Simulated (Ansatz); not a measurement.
ZnS, one structure, two calculations

Cell: a Materials Project structure (computed, not necessarily an observed phase), atoms as given.

```xyz
36
Lattice="3.8065 0.0000 0.0000 -1.9033 3.2965 0.0000 0.0000 0.0000 56.0803" Properties=species:S:1:pos:R:3 pbc="T T T"
Zn    0.0000    0.0000    9.3492
Zn    0.0000    0.0000   31.1557
Zn    0.0000    2.1977   40.5035
Zn    1.9033    1.0988   15.5795
Zn    0.0000    0.0000   37.3902
Zn    0.0000    2.1977    3.1182
Zn    1.9033    1.0988   34.2727
Zn    1.9033    1.0988    6.2337
Zn    1.9033    1.0988   24.9264
Zn    0.0000    2.1977   12.4646
Zn    1.9033    1.0988   43.6192
Zn    1.9033    1.0988   52.9668
Zn    0.0000    2.1977   21.8100
Zn    0.0000    0.0000   18.6951
Zn    0.0000    2.1977   46.7370
Zn    0.0000    0.0000    0.0037
Zn    0.0000    2.1977   28.0436
Zn    0.0000    0.0000   49.8502
S     1.9033    1.0988   55.3017
S     0.0000    2.1977   30.3743
S     0.0000    2.1977   24.1414
S     0.0000    0.0000    2.3358
S     1.9033    1.0988   27.2617
S     1.9033    1.0988   36.6081
S     1.9033    1.0988    8.5665
S     0.0000    2.1977   42.8343
S     0.0000    0.0000   39.7219
S     1.9033    1.0988   45.9543
S     0.0000    0.0000   21.0282
S     0.0000    0.0000   52.1810
S     0.0000    0.0000   33.4867
S     0.0000    2.1977   14.7974
S     0.0000    2.1977   49.0680
S     0.0000    2.1977    5.4511
S     1.9033    1.0988   17.9125
S     0.0000    0.0000   11.6822
```

Sites (sets of like atoms) are named by element and the number of their first atom in this list.

First run. Computed with Ansatz: DFT, PBE, plane waves and PAW, scalar-relativistic, 420 eV cutoff, Γ-centred 8×8×1 k-points, Fermi–Dirac smearing 0.02 eV.

| site | atom | V_zz (10²¹ V/m²) | η |
| --- | --- | --- | --- |
| Zn5 | 5 | 0.033 | 0.00 |
| Zn7 | 7 | -0.11 | 0.00 |
| Zn9 | 9 | -0.11 | 0.00 |
| Zn12 | 12 | -0.11 | 0.00 |
| Zn16 | 16 | 0.037 | 0.00 |
| S19 | 19 | 0.24 | 0.00 |
| S20 | 20 | 0.082 | 0.00 |
| S21 | 21 | 0.15 | 0.00 |
| S23 | 23 | 0.24 | 0.00 |
| S33 | 33 | 0.093 | 0.00 |
| S26 | 26 | 0.15 | 0.00 |
| S27 | 27 | 0.090 | 0.00 |
| S30 | 30 | 0.16 | 0.00 |
| S31 | 31 | 0.16 | 0.00 |

Second run. The same atoms and settings, except that the functional is r2SCAN and the cutoff is 500 eV.

**Question.** What does the second run give?

**Answer.** 

| site | atom | V_zz | η | change of V_zz |
| --- | --- | --- | --- | --- |
| Zn5 | 5 | 0.024 | 0.00 | -0.01 |
| Zn7 | 7 | -0.11 | 0.00 | 0.00 |
| Zn9 | 9 | -0.10 | 0.00 | +0.01 |
| Zn12 | 12 | -0.11 | 0.00 | 0.00 |
| Zn16 | 16 | 0.029 | 0.00 | -0.01 |
| S19 | 19 | 0.26 | 0.00 | +0.02 |
| S20 | 20 | 0.079 | 0.00 | 0.00 |
| S21 | 21 | 0.13 | 0.00 | -0.02 |
| S23 | 23 | 0.26 | 0.00 | +0.02 |
| S33 | 33 | 0.089 | 0.00 | 0.00 |
| S26 | 26 | 0.13 | 0.00 | -0.02 |
| S27 | 27 | 0.088 | 0.00 | 0.00 |
| S30 | 30 | 0.14 | 0.00 | -0.02 |
| S31 | 31 | 0.14 | 0.00 | -0.02 |

No V_zz moves by more than 0.02. The table leaves out 10 of the 24 sites, with |V_zz| up to 0.10; their tensors move by 0.01 at most along any direction. The statements above cover all sites.

For the second run: With these PAW files V_zz is typically within 2 to 3 % of all-electron values, but misses above 10 % occur on Zn.
